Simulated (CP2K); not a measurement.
Runs of CP2K 2026.2 on Sb. Symmetry: Pm-3m, No. 221, cubic system. The conventional cell has a = 3.160 Å, b = 3.160 Å, c = 3.160 Å, α = 90.00°, β = 90.00°, γ = 90.00°. Sb (site symmetry m-3m) is surrounded by 6 Sb at 3.16 Å. This isn't the form of Sb at room conditions, which is rhombohedral.

```csv
task,level,potentials or basis,cell,smearing,NGRIDS,potentials,hirshfeld SHAPE_FUNCTION,VORONOI_RADII,gap on the mesh (eV),pressure (GPa)
single point,PBE,POTENTIAL_UZH Sb GTH-PBE-q5; TZVP-MOLOPT-PBE-GTH basis,as given,gaussian 0.1 eV,4,Sb GTH-PBE-q5 of POTENTIAL_UZH,-,-,none,-1.5
single point,LDA,GTH_POTENTIALS Sb GTH-PADE-q5; TZVP-MOLOPT-PBE-GTH basis,as given,gaussian 0.1 eV,4,Sb GTH-PADE-q5 of GTH_POTENTIALS,-,-,none,-5.3
atomic charges,PBE,POTENTIAL_UZH Sb GTH-PBE-q5; TZVP-MOLOPT-PBE-GTH basis,cell strained at random at fixed volume,gaussian 0.05 eV,5,Sb GTH-PBE-q5 of POTENTIAL_UZH,DENSITY,UNITY,none,(a)
single point,PBE,POTENTIAL_UZH Sb GTH-PBE-q5; TZVP-MOLOPT-PBE-GTH basis,as given,gaussian 0.05 eV,5,Sb GTH-PBE-q5 of POTENTIAL_UZH,-,-,none,-1.5
```

Alike in all rows: no spin polarisation; k mesh 8 × 8 × 8.

Problem. Fill in the values left out.

Solution. (a) -1.6.

Caveats: the basis of atomic orbitals isn't converged, which shifts pressures, moduli and gaps.

A k mesh can miss the band edges, and the runs leave out spin-orbit coupling on Sb.

A gap of «none» marks a metal or a gap under the smearing width.
